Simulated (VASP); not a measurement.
Here is a VASP 6.6.1 calculation.

File INCAR:

```
PREC     = Accurate       # precision mode
ENCUT    = 520            # plane-wave cutoff, eV
EDIFF    = 1E-6           # SCF threshold, eV
ISMEAR   = -1             # smearing method
SIGMA    = 0.05           # smearing width, eV
LREAL    = Auto         
LASPH    = T              # aspherical terms in the spheres
NELM     = 100            # most SCF steps
ALGO     = Normal         # electronic algorithm
ISIF     = 2              # what is computed and relaxed
LWAVE    = F              # write WAVECAR
LCHARG   = F              # write CHGCAR
GGA      = PE             # functional
NBANDS   = 92             # bands
```

KPOINTS

```
regular mesh
0
Gamma
  1 1 1
```

POSCAR

```
H6C5O7
1.0
    8.6579470000      0.0000000000      0.0000000000
    0.0000000000      8.6579470000      0.0000000000
    0.0000000000      0.0000000000      8.6579470000
C O H
10 14 12
Direct
    0.1006012164      0.1252837422      0.9373700255
   -0.0143221020      0.2468483579      0.9890219933
    0.2517571429      0.5770190092      0.7545784237
    0.1484763074      0.6817551551      0.6470125077
    0.6266843629      0.8099264179      0.4392380780
    0.4480161405      0.9689017500      0.9738336352
    0.3603856665      0.4340751913      0.2265895137
    0.1938681306      0.0973325432      0.4674549290
    0.8493930490      0.6834414671     -0.0335298888
    0.7345390310      0.3479000276      0.4942857701
   -0.1188041461      0.1709643175      1.1029289045
   -0.0123932383      0.6432587310      0.6860748859
    0.5033179344      0.7490343842      0.4440082620
    0.7618665256      0.8601923759      0.4281846493
    0.4382794212      0.9545103475      0.8371384117
    0.4620494905      0.9586568271      1.1116723168
    0.4646598091      0.3862116504      0.1568154668
    0.2515723416      0.4697880456      0.3055343259
    0.0811046776      0.0194618886      0.4860274612
    0.2939957937      0.1921240682      0.4696032443
    0.7652506997      0.7515523022     -0.1172102347
    0.9318259860      0.6320089509      0.0677412324
    0.7442873004      0.2779527294      0.6102370458
    0.7239707058      0.4242576214      0.3917556899
   -0.2215767780      0.2100497959      1.1001337846
    0.0407717904      0.3506951475      1.0431225786
   -0.0889933838      0.2797083419      0.8950967244
    0.2245220489      0.1582014766      0.8936183139
    0.0935903165      0.0333912878      1.0404083093
    0.0499425557      0.0509243127      0.8486076434
   -0.0643339582      0.7085975463      0.6076844776
    0.1893173982      0.8000626476      0.6623741171
    0.1775478644      0.6450374436      0.5241889330
    0.3747770690      0.6016899849      0.7501431921
    0.2290265810      0.5714749698      0.8897605864
    0.2349633233      0.4445626660      0.7383043578
```

Potentials or basis: VASP PAW PBE potentials, release 64 (C, O, H).

The run is started by

```bash
$ cat potpaw_PBE.64/C/POTCAR potpaw_PBE.64/O/POTCAR potpaw_PBE.64/H/POTCAR > POTCAR
$ mpirun -np 1 vasp_gam > vasp.out
```

Task: Predict the band gap on the k mesh.

Result: 3.73 eV, direct.

Task: Predict the pressure.

Result: -2.3 GPa.

Stress tensor (GPa, compression positive):
```
-3.95 -1.83  0.55
-1.83 -1.10  0.00
 0.55  0.00 -1.99
```

Caveat: the standard files for N, O and F lose accuracy on very short bonds. Expect the measured gap to be larger: semilocal functionals such as PBE lack the derivative discontinuity.
